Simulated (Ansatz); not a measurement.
The system is Na2S.

```
S Na
1.0
     0.00000    3.27350    3.27350
     3.27350    0.00000    3.27350
     3.27350    3.27350    0.00000
S Na
1 2
Cartesian
  0.0000 0.0000 0.0000
  4.9102 4.9102 4.9102
  1.6367 1.6367 1.6367
```

Base run:

| Property | Result |
| --- | --- |
| Program | Ansatz 0.2.0 |
| Functional | HSE06 form with a typed share of exact exchange |
| Potentials or basis | Ansatz PAW |
| Cutoff | 420 eV (not typed: the program's choice for these potentials) |
| k mesh | 4 × 4 × 4 |
| Occupations | fermi-dirac, width 0.05 eV |
| Spin | no spin polarisation |

Its results: band gap on the k mesh 3.49 eV, direct; pressure -0.3 GPa.

**Question.** The run is repeated on the same cell with these changes: screening (1/å) from 0.2 to 0.3. What comes out?

**Answer.** Band gap on the k mesh 3.27 eV, direct; pressure -0.3 GPa.

Caveats: the PAW data sets come from PBE, with cores solved anew for the run's functional, which leaves a small shift of forces and pressure; the thresholds are loose for stress.

